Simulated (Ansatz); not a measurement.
# ZrB2 in Ansatz: the effect of functional

ZrB2:

```
CELL_PARAMETERS angstrom
3.17000 0.00000 0.00000
-1.58500 2.74530 0.00000
0.00000 0.00000 3.53300
ATOMIC_POSITIONS crystal
Zr 0.00000 0.00000 0.00000
B 0.66667 0.33333 0.50000
B 0.33333 0.66667 0.50000
```

Alike in all runs:

| Quantity | Value |
| --- | --- |
| Program | Ansatz 0.2.0 |
| Potentials or basis | Ansatz PAW |
| k mesh | 6 × 6 × 4 |
| Occupations | fermi-dirac, width 0.05 eV |
| Spin | no spin polarisation |

Q: One run gave: pressure 3.7 GPa. Which functional did it use?
A. PBE
B. revPBE
C. BLYP
D. r2SCAN0
E. HSE06

A: B.

```tsv
functional	cutoff	pressure (GPa)
LDA	420 eV (not typed: the program's choice for these potentials)	-8.6
PBE	420 eV (not typed: the program's choice for these potentials)	1.0
PBEsol	420 eV (not typed: the program's choice for these potentials)	-3.9
RPBE	420 eV (not typed: the program's choice for these potentials)	4.6
revPBE	420 eV (not typed: the program's choice for these potentials)	3.7
BLYP	420 eV (not typed: the program's choice for these potentials)	7.5
r2SCAN	500 eV (not typed: the program's choice for these potentials)	1.0
HSE06	420 eV (not typed: the program's choice for these potentials)	-2.1
PBE0	420 eV (not typed: the program's choice for these potentials)	-2.2
r2SCAN0	500 eV (not typed: the program's choice for these potentials)	-1.8
```

Caveats: all runs use coarse meshes; the PAW data sets come from PBE, with cores solved anew for the run's functional, which leaves a small shift of forces and pressure (some runs); the thresholds are loose for stress (some runs).
